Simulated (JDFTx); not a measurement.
**ZnSe (Stilleite): single point with PBEsol**

**Measured values to compare with.**

From “Alloy Disordering Effects on the Thermal Conductivity and Energy Gap Temperature Dependence of Cd1−xZnxSe Ternary Crystals Grown by the Bridgman Method”, 2023, pmc:10253836, for a bulk crystal of ZnSe at 300 K: band gap 2.695 ± 0.003 eV (an exciton energy, a little under the gap).

ZnSe (Stilleite):

```
Se Zn
1.0
     0.00000    2.83380    2.83380
     2.83380    0.00000    2.83380
     2.83380    2.83380    0.00000
Se Zn
1 1
Direct
  0.75000 0.75000 0.75000
  0.00000 0.00000 0.00000
```

```
Program                                 : JDFTx 1.7.0 (patched build)
Task                                    : single point
Functional                              : PBEsol
Potentials or basis                     : PseudoDojo-SR-PBEsol-0.4.1-standard with smoothed tails
Cutoff                                  : 1170 eV
Density cutoff                          : 9361 eV
k mesh                                  : 8 × 8 × 8
Occupations                             : fermi-dirac, width 0.05 eV
Spin                                    : no spin polarisation
Local potential set to -Z/r beyond      : 6 bohr
Bands                                   : 25
Density cutoff over wavefunction cutoff : 8
Max SCF steps                           : 100
SCF threshold on the energy             : 1e-09 Ha
Solver of the electrons                 : scf
Further solve for the empty bands       : yes
```

The pressure is -1.2 GPa and the band gap on the k mesh is 1.17 eV, direct.

Levels at points of the mesh, in eV from the valence-band top:
```tsv
k point	band 15	band 16	band 17	band 18	band 19	band 20	band 21	band 22
(0.00, 0.00, 0.00)	-6.18	0.00	0.00	0.00	1.17	5.75	5.75	5.75
(0.00, 0.00, 0.50)	-6.02	-5.27	-0.87	-0.87	2.45	6.32	6.32	8.40
(0.00, 0.50, 0.50)	-6.00	-4.78	-2.20	-2.20	2.85	3.39	10.59	11.18
```

It took 120 s on 1 thread of AMD EPYC 7R43 64-Core Processor (Zen 3), on a shared host, peak memory 0.18 GiB.

A measured gap of ZnSe is 2.695 eV (an exciton energy, a little under the gap; 300 K; “Alloy Disordering Effects on the Thermal Conductivity and Energy Gap Temperature Dependence of Cd1−xZnxSe Ternary Crystals Grown by the Bridgman Method”, 2023, pmc:10253836); the calculated 1.17 eV misses it by -1.53 eV. So large a miss can be the level of theory's own, or it may mean another phase, state or a wrong row. Spin-orbit coupling on Se is left out. The value is that of PBEsol, without temperature or zero-point motion. Semilocal functionals fall short of measured gaps as a rule.
